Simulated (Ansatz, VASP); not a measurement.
# Zn16HNO15 (N-H pair in ZnO): VASP beside Ansatz, part 2 of 2

Wanted: the spread between two codes on one cell, functional and k mesh. The cell is taken from a series of runs on this material, whose earlier steps may have relaxed, scaled, displaced or heated it; both programs get it as it stands.

VASP 6.6.1 and Ansatz 0.2.0.

So far. Step 2 (VASP: single point, HSE06): The run ends at a pressure of -1.71 GPa, with forces up to 4.0 eV/Å.

**3. Ansatz: single point, HSE06**

Level of this step: Ansatz beside VASP: Kohn-Sham DFT, plane waves, HSE06 (Ansatz).

Ansatz runs on its default PAW (the set named soft_2) files.

The same cell, functional, mesh and smearing now go to Ansatz.

The input, input.yaml:

```yaml
crystal:
  lattice:
    - [6.55903995, 0.0, 0.0]
    - [-3.27951997, 5.68029522, 0.0]
    - [0.0, 0.0, 10.58650209]
  atoms:
    - { symbol: Zn, position: [0.156729864, 0.32626812, 0.252004784] }
    - { symbol: Zn, position: [0.330006443, 0.164732253, -0.001206969] }
    - { symbol: O, position: [0.320970736, 0.160212478, 0.185645329] }
    - { symbol: O, position: [0.167376991, 0.325513326, 0.440841442] }
    - { symbol: Zn, position: [0.171019085, 0.332660399, 0.750260686] }
    - { symbol: Zn, position: [0.347587318, 0.173501651, 0.497946173] }
    - { symbol: O, position: [0.344064204, 0.17175823, 0.685045214] }
    - { symbol: O, position: [0.165560974, 0.332331992, 0.937356728] }
    - { symbol: Zn, position: [0.156725688, 0.829910383, 0.252001645] }
    - { symbol: Zn, position: [0.327112049, 0.663282748, 0.003720177] }
    - { symbol: O, position: [0.323656169, 0.661553718, 0.19198025] }
    - { symbol: O, position: [0.167389576, 0.841293702, 0.440833738] }
    - { symbol: Zn, position: [0.171026778, 0.837812698, 0.750264687] }
    - { symbol: Zn, position: [0.324386826, 0.661903231, 0.501074076] }
    - { symbol: O, position: [0.330468514, 0.664958399, 0.688214477] }
    - { symbol: O, position: [0.16556354, 0.832686582, 0.937358189] }
    - { symbol: Zn, position: [0.650646273, 0.325064678, 0.242125461] }
    - { symbol: Zn, position: [0.832042597, 0.163964336, -0.000355337] }
    - { symbol: O, position: [0.827610686, 0.160769417, 0.185770452] }
    - { symbol: "N", position: [0.706407756, 0.352932718, 0.430162192] }
    - { symbol: Zn, position: [0.673076435, 0.336269603, 0.7524806] }
    - { symbol: Zn, position: [0.826619362, 0.150923074, 0.508575999] }
    - { symbol: O, position: [0.83507195, 0.162079345, 0.694778238] }
    - { symbol: O, position: [0.665384763, 0.332425171, 0.939664888] }
    - { symbol: Zn, position: [0.660208167, 0.829840689, 0.25121043] }
    - { symbol: Zn, position: [0.83204513, 0.667542596, -0.000356011] }
    - { symbol: O, position: [0.827610132, 0.666316396, 0.185766543] }
    - { symbol: O, position: [0.654712097, 0.827076515, 0.439915632] }
    - { symbol: Zn, position: [0.66061657, 0.830029387, 0.755571401] }
    - { symbol: Zn, position: [0.826630598, 0.675134339, 0.508569349] }
    - { symbol: O, position: [0.835084394, 0.672453333, 0.694774515] }
    - { symbol: O, position: [0.658884562, 0.829173953, 0.941492484] }
    - { symbol: H, position: [0.900596662, 0.449982661, 0.395062554] }
basis:
  ecutwfc: 420
  xc_grid: 2
hamiltonian:
  xc: hse06
kpoints:
  mp_grid: { grid: [1, 1, 1] }
scf:
  occupations: { method: fermi_dirac, width: 0.01 }
  max_iter: 120
output:
  forces: true
checkpoint:
  read: "../relax.run"
```

The run is started by

```console
$ ansatz run input.yaml --threads 4 --pin off --max-ram 7536MiB --backend cpu --events-out ev --progress --plain --runs-dir out
```

Numbers of over 12 decimals in the logs are rounded to 6 here.

Log:

```text
Warning: checkpoint.read: the run can stay near the saved state's solution: 2 site(s) moved relative to the saved geometry (max |Δs| = 2.362e-2 fractional); the SCF starts from the saved state under `checkpoint.density_extrapolation: transplant`, in force with no word given; its orbitals are not used off its sites. A run without `checkpoint.read` takes nothing of the state. A lower free energy from it at the same positions (and U, V and field ramp, if any) shows a solution that this start missed, and an equal or higher one rules none out (checkpoint.read, Limitations, in the input reference)
exact exchange: scf.exx.singularity resolves to wigner_seitz, which cuts the screened interaction at the faces of the exchange supercell's Wigner-Seitz cell, so that each pair interacts once, at the shortest of its separations (the periodic images that this leaves out come, for a point-like exchange hole, to about 0.181 eV on a filled level). The cut falls within the interaction's reach, and what an exchange supercel [...]
Engine: ansatz 0.2.0, aarch64-unknown-linux-gnu
Pseudopotentials: kind: paw
Pseudopotential: Zn, paw, valence charge 12, recommended cutoff 420 eV (normal), Zn.paw.azcp
Pseudopotential: O, paw, valence charge 6, recommended cutoff 420 eV (normal), O.paw.azcp
Pseudopotential: N, paw, valence charge 5, recommended cutoff 420 eV (normal), N.paw.azcp
Pseudopotential: H, paw, valence charge 1, recommended cutoff 420 eV (normal), H.paw.azcp
Functional definition: HSE06
  parameter a = 0.25
  parameter omega = 0.11/bohr
  exchange = pbe_x - a*pbe_x_sr(omega) + a*exact_x_sr(omega)
  correlation = pbe_c
Crystal: 33 atoms, lattice volume = 394.424 Å³
Basis set: ecut = 420 eV, 7607 PW (Γ), exchange–correlation on 90×90×144 points (8 copies of the dense FFT grid, shifted against one another)
Bands: 177, of which v1, the nominal top of the filled ones, is band 144 counted from 1 (143 counted from 0)
Symmetry: 1 space group operations
Space group: P1 (ITA 1), of the structure as read, at distance tolerance 7.3e-5 Å
k-points: 1
Non-local potential: Zn, projectors of the file, l = 0: 2, l = 1: 2, l = 2: 3, l = 3: 1
Non-local potential: O, projectors of the file, l = 0: 2, l = 1: 2, l = 2: 1
Non-local potential: N, projectors of the file, l = 0: 2, l = 1: 2, l = 2: 1
Non-local potential: H, projectors of the file, l = 0: 2, l = 1: 1
PAW form: soft (Blöchl's): semilocal exchange-correlation on the pseudo side does not see the compensation charge
PAW frozen core: Zn, regenerated for the run's functional, and the local potential with it (the file was generated under x = pbe(κ = 0.804, μ = 0.219515), c = pbe(β = 0.066725))
PAW frozen core: O, regenerated for the run's functional, and the local potential with it (the file was generated under x = pbe(κ = 0.804, μ = 0.219515), c = pbe(β = 0.066725))
PAW frozen core: N, regenerated for the run's functional, and the local potential with it (the file was generated under x = pbe(κ = 0.804, μ = 0.219515), c = pbe(β = 0.066725))
PAW one-centre angular grid: Zn, 590 points (default); XC on 64 Gauss nodes
PAW one-centre angular grid: O, 110 points (default); XC on 96 Gauss nodes
PAW one-centre angular grid: N, 110 points (default); XC on 64 Gauss nodes
PAW one-centre angular grid: H, 110 points (default); XC on 64 Gauss nodes
Initial density: read from a saved state, or passed on in memory by an earlier SCF of this step, an earlier step, the calling program or the single point that the run made first, carried with its atoms to this geometry
Initial wavefunctions: pseudopotential atomic-orbital guess
Functional: x = pbe(κ = 0.804, μ = 0.219515), c = pbe(β = 0.066725), warm-up for x = pbe(κ = 0.804, μ = 0.219515) + 0.25 (exact − pbe) at short range (hse, ω = 0.207870 Å⁻¹), c = pbe(β = 0.066725); HSE06 as pw.x's `hse` composes it (authors' and Libxc's form: `xc: wpbeh`)
iter 1 solved again at ethr=6.65e-4 eV; its pass at ethr=1.00e-1 eV (dr2=1.92e0 eV) is discarded
[...]
Frozen-core exchange: fock
SCF iter   1: F=—  HF=-62013.467628 eV  |F-HF|=—  |Δ(HF+E_count)|=         —  Δρ=2.59e-2  dr2=1.43e0  ethr=4.83e-8  ⟨swp⟩=13.0  Hψ=1127  notcnv=0
preconditioner: auto → none  [insulator: Δε(μ)=2.201 eV  Ē_g=15.240 eV  σ=0.010 eV  W_gap=1.00  n_scr=110 (ndim 8)  ℏωp=31.7 eV  f_vac=0.049  D(μ)=0.00/eV (n_scr^D=0)]
SCF iter   2: F=—  HF=-62012.973434 eV  |F-HF|=—  |Δ(HF+E_count)|=   4.94e-1  Δρ=4.74e-3  dr2=1.00e-1  ethr=4.83e-8  ⟨swp⟩=6.0  Hψ=842  notcnv=0
SCF iter   3: F=—  HF=-62013.138397 eV  |F-HF|=—  |Δ(HF+E_count)|=   1.65e-1  Δρ=4.06e-3  dr2=3.47e-2  ethr=4.83e-8  ⟨swp⟩=5.0  Hψ=832  notcnv=0
SCF iter   4: F=—  HF=-62013.126934 eV  |F-HF|=—  |Δ(HF+E_count)|=   1.15e-2  Δρ=1.14e-3  dr2=2.77e-3  ethr=4.83e-8  ⟨swp⟩=5.0  Hψ=701  notcnv=0
SCF iter   5: F=—  HF=-62013.132234 eV  |F-HF|=—  |Δ(HF+E_count)|=   5.30e-3  Δρ=9.36e-4  dr2=3.66e-3  ethr=4.83e-8  ⟨swp⟩=5.0  Hψ=662  notcnv=0
SCF iter   6: F=—  HF=-62013.131323 eV  |F-HF|=—  |Δ(HF+E_count)|=   9.11e-4  Δρ=3.09e-4  dr2=2.79e-4  ethr=4.83e-8  ⟨swp⟩=4.0  Hψ=620  notcnv=0
SCF iter   7: F=-62013.131225 eV  HF=-62013.131235 eV  |F-HF|=1.07e-5  |Δ(HF+E_count)|=   8.74e-5  Δρ=5.52e-5  dr2=1.48e-5  ethr=4.83e-8  ⟨swp⟩=4.0  Hψ=412  notcnv=0
SCF 2 stopped early in 7 iterations: F = -62013.131225 eV  dr2 = 1.48e-5
[...]
Frozen-core exchange: fock
SCF iter   1: F=—  HF=-62013.122247 eV  |F-HF|=—  |Δ(HF+E_count)|=         —  Δρ=9.65e-5  dr2=3.28e-5  ethr=8.56e-7  ⟨swp⟩=6.0  Hψ=421  notcnv=0
preconditioner: auto → none  [insulator: Δε(μ)=2.162 eV  Ē_g=14.985 eV  σ=0.010 eV  W_gap=1.00  n_scr=110 (ndim 8)  ℏωp=31.7 eV  f_vac=0.059  D(μ)=0.00/eV (n_scr^D=0)]
SCF iter   2: F=—  HF=-62013.122250 eV  |F-HF|=—  |Δ(HF+E_count)|=   2.84e-6  Δρ=3.08e-5  dr2=4.26e-6  ethr=8.24e-9  ⟨swp⟩=4.0  Hψ=515  notcnv=0
SCF iter   3: F=—  HF=-62013.122262 eV  |F-HF|=—  |Δ(HF+E_count)|=   1.25e-5  Δρ=2.05e-5  dr2=1.21e-6  ethr=6.88e-10  ⟨swp⟩=5.0  Hψ=520  notcnv=0
SCF iter   4: F=—  HF=-62013.122262 eV  |F-HF|=—  |Δ(HF+E_count)|=   1.81e-7  Δρ=5.25e-6  dr2=7.93e-8  ethr=3.54e-10  ⟨swp⟩=3.0  Hψ=371  notcnv=0
SCF iter   5: F=—  HF=-62013.122262 eV  |F-HF|=—  |Δ(HF+E_count)|=   2.61e-7  Δρ=4.70e-6  dr2=6.37e-8  ethr=1.78e-11  ⟨swp⟩=5.0  Hψ=568  notcnv=0
SCF iter   6: F=-62013.122262 eV  HF=-62013.122262 eV  |F-HF|=7.79e-10  |Δ(HF+E_count)|=   1.52e-8  Δρ=6.82e-7  dr2=2.32e-9  ethr=1.78e-11  ⟨swp⟩=3.0  Hψ=372  notcnv=0
SCF 3 converged in 6 iterations: F = -62013.122262 eV  dr2 = 2.32e-9
  Residual-converged pass: ⟨swp⟩=4.0  Hψ=465  notcnv=0  max |occ|·‖R‖ = 7.4e-7 eV (tolerance 1.2e-6 eV)  dr2=2.05e-9  dr2_onsite=1.95e-10  max |Δocc| = 0.0e0
hybrid outer 2: dexx = +1.307e-5 eV, tail = 1.01e-7 eV, Δε = 4.63e-3 eV (about 8.17e-5 eV left of the loop's levels), ΔF = 1.06e-2 eV/Å (tail 2.06e-3)
Exchange kernel: α = 0.2500, screened, ω = 0.2079 Å⁻¹, Wigner–Seitz truncation, v(0) = 690.4258 eV·Å³, q-mesh 1×1×1, nearest image of the exchange supercell L = 6.56 Å, pair-density grid 32×32×50, without the augmentation charges, whose exchange is taken in its separable form (sized by the pseudopotential files, 40×40×72 at the most)
Frozen-core exchange: fock
SCF iter   1: F=—  HF=-62013.122261 eV  |F-HF|=—  |Δ(HF+E_count)|=         —  Δρ=1.63e-6  dr2=8.85e-9  ethr=1.75e-10  ⟨swp⟩=9.0  Hψ=463  notcnv=0
preconditioner: auto → none  [insulator: Δε(μ)=2.163 eV  Ē_g=14.986 eV  σ=0.010 eV  W_gap=1.00  n_scr=110 (ndim 8)  ℏωp=31.7 eV  f_vac=0.059  D(μ)=0.00/eV (n_scr^D=0)]
SCF iter   2: F=-62013.122261 eV  HF=-62013.122261 eV  |F-HF|=2.91e-10  |Δ(HF+E_count)|=   1.12e-9  Δρ=3.89e-7  dr2=8.31e-10  ethr=2.48e-12  ⟨swp⟩=3.0  Hψ=401  notcnv=0
SCF 4 converged in 2 iterations: F = -62013.122261 eV  dr2 = 8.31e-10
  Residual-converged pass: ⟨swp⟩=3.0  Hψ=434  notcnv=0  max |occ|·‖R‖ = 1.1e-6 eV (tolerance 1.2e-6 eV)  dr2=8.32e-10  dr2_onsite=1.16e-10  max |Δocc| = 0.0e0
hybrid outer 3: dexx = +2.254e-9 eV, tail = 1.92e-9 eV, Δε = 5.88e-5 eV (about 1.02e-5 eV left of the loop's levels), ΔF = 9.82e-5 eV/Å (tail 1.20e-4)
hybrid SCF converged: 3 outer / 15 inner (+7 warm-up), last move |dexx| = 2.25e-9 eV, tail = 1.92e-9 eV
Stability not checked: this state was not tested for a lower state beside it, because the functional holds exact exchange (a hybrid, or Hartree-Fock), whose exchange loop this test does not read (fock_operator; see scf.lower_state_search)
Free energy (F): -62013.122261 eV
Frozen-core exchange: fock
Harris-Foulkes:  -62013.122261 eV  (|F-HF|=2.91e-10)
Internal energy: -62013.122261 eV  (E = F + TS)
E sigma→0 (E₀):  -62013.122261 eV
Fermi energy:    7.088668 eV
--- Per-component energies (eV) ---
  E_band       = -130.398009
  E_kinetic    = 4874.469440
  E_local      = -32473.518793  (includes V_loc(G=0)·N_el)
  E_nonlocal   = 10731.945144
  E_hartree    = 13430.265842
  E_xc         = -2664.227669
  E_vxc        = -1834.804106  (∫ρ·V_xc dr)
  E_exx        = -977.917534  (= α·E_x^exact, valence–valence)
  E_paw        = -31581.871169  (= ΣΔE_a)
  E_vpaw       = -6333.213588  (= ΣTr[D̂ρ^β])
  E_aug_tail   = 0.030001  (compensation charges beyond the density's cutoff)
  E_ewald      = -23362.126145
  E_core_change = 9.828623  (= ΣΔE_core)
  E_smearing   = -0.000000  (= −TS)
  E_closure    = -0.000001  (closes the sum)
  Σ components = -62013.122261   (vs F -62013.122261, Δ=0.00e0)
--- Forces (eV/Å), atoms counted from 1 ---
  atom   1  Zn    -0.00107660    -0.01579416    -0.01652367
  atom   2  Zn     0.00057027     0.00038033     0.00282212
  atom   3  O     -0.00452547    -0.00256555     0.00022192
  atom   4  O      0.06066146    -0.04067617     0.02388045
  atom   5  Zn    -0.01152065     0.00399502     0.00491513
  atom   6  Zn    -0.09455218    -0.05447841     0.03460786
  atom   7  O      0.00898158     0.00514731    -0.03111147
  atom   8  O      0.00329263     0.00094469    -0.00545532
  atom   9  Zn    -0.01406268     0.00707958    -0.01649616
  atom  10  Zn     0.00190532     0.00107254    -0.00194727
  atom  11  O     -0.00166895    -0.00103813     0.00108239
  atom  12  O     -0.00508137     0.07289212     0.02417249
  atom  13  Zn    -0.00230425    -0.01199026     0.00465791
  atom  14  Zn     0.01937088     0.01141530     0.01393408
  atom  15  O     -0.00123112    -0.00079760    -0.00203980
  atom  16  O      0.00251638     0.00234985    -0.00537522
  atom  17  Zn     0.06968359     0.04005659     0.10697548
  atom  18  Zn    -0.00026899    -0.00257658     0.00788072
  atom  19  O      0.01733357    -0.01616112    -0.02103186
  atom  20  N      3.26900490     1.88596241    -1.21599955
  atom  21  Zn     0.00935738     0.00528368    -0.00033357
  atom  22  Zn    -0.06270339     0.09010126    -0.06343010
  atom  23  O      0.00625486    -0.00070777     0.00401114
  atom  24  O     -0.00169469    -0.00101062    -0.00535449
  atom  25  Zn     0.00855030     0.00492664    -0.00169353
  atom  26  Zn    -0.00245807     0.00105608     0.00774239
  atom  27  O     -0.00523773     0.02293733    -0.02084106
  atom  28  O      0.00417994     0.00239118    -0.00352662
  atom  29  Zn     0.00255750     0.00166032     0.00212524
  atom  30  Zn     0.04666202    -0.09901035    -0.06344553
  atom  31  O      0.00239017     0.00565862     0.00404084
  atom  32  O     -0.00259024    -0.00157487    -0.00620860
  atom  33  H     -3.32223642    -1.91689047     1.23767613
  max |Σ_I F_I| component: 6.75e-5 eV/Å
--- Band table (eV) ---
  k-point 0: bands = [... 140 lower, 5.4634, 5.5723, 5.8814, 6.0069, 8.1704]
  guard bands above this table: 32 of the run's 177 bands. The solve was not asked for them (output.publish_guard_bands: true or output.eigenvalues: true publishes all)
```

**4. Differences**

Known differences besides the potentials themselves: exact exchange at q = 0 is treated differently, which shows on coarse meshes; VASP keeps PBE cores, Ansatz makes them for the functional; the cutoff is 420 eV in Ansatz and 520 eV in VASP (PREC = Accurate, projectors in real space); VASP takes a coarser grid for exact exchange (PRECFOCK = Fast). Total energies have different zeros and are not compared.

The two programs side by side:

| quantity | Ansatz | VASP | difference |
| --- | --- | --- | --- |
| gap on the k mesh (eV) | 2.163 | 2.171 | -0.008 |

Forces on 7 of the 33 atoms, those with the largest forces and the largest differences (eV/Å; atoms numbered as in POSCAR):

| atom | Ansatz x, y, z | VASP x, y, z |
| --- | --- | --- |
| Zn4 | -0.095, -0.054, 0.035 | -0.038, -0.022, 0.017 |
| Zn9 | 0.070, 0.040, 0.107 | 0.070, 0.040, 0.130 |
| Zn12 | -0.063, 0.090, -0.063 | -0.074, 0.101, -0.070 |
| Zn16 | 0.047, -0.099, -0.063 | 0.051, -0.114, -0.070 |
| O22 | -0.005, 0.073, 0.024 | -0.016, 0.054, 0.023 |
| N32 | 3.269, 1.886, -1.216 | 3.222, 1.859, -1.208 |
| H33 | -3.322, -1.917, 1.238 | -3.267, -1.885, 1.224 |

The forces differ by 13 meV/Å r.m.s., which is 2.3 % of the r.m.s. force of 0.560 eV/Å (both taken over all components). A gap on the mesh is an upper bound, since the band edges may lie between its points.

**5. Outcome**

* r.m.s. force difference (single point, HSE06): 2.3 % of the r.m.s. force

What this shows: The r.m.s. force difference is 2.3 % of the r.m.s. force (single point, HSE06), within the 3 % picked in this series as the mark of a large difference. How closely two codes agree says nothing of how well the functional describes the real material.

[Lines on the potential files, build, host, timing and source positions are cut from VASP's logs without a mark.]

[Logs are printed without paths, hosts, clocks, repeated set-up lines and the standing remarks that a program may print on its own settings, such as how far it seeks lower states.]

[Hosts, paths, dates, database ids (printed as entryN), source tags and the programs' standing remarks are cut or masked in the printed files.]
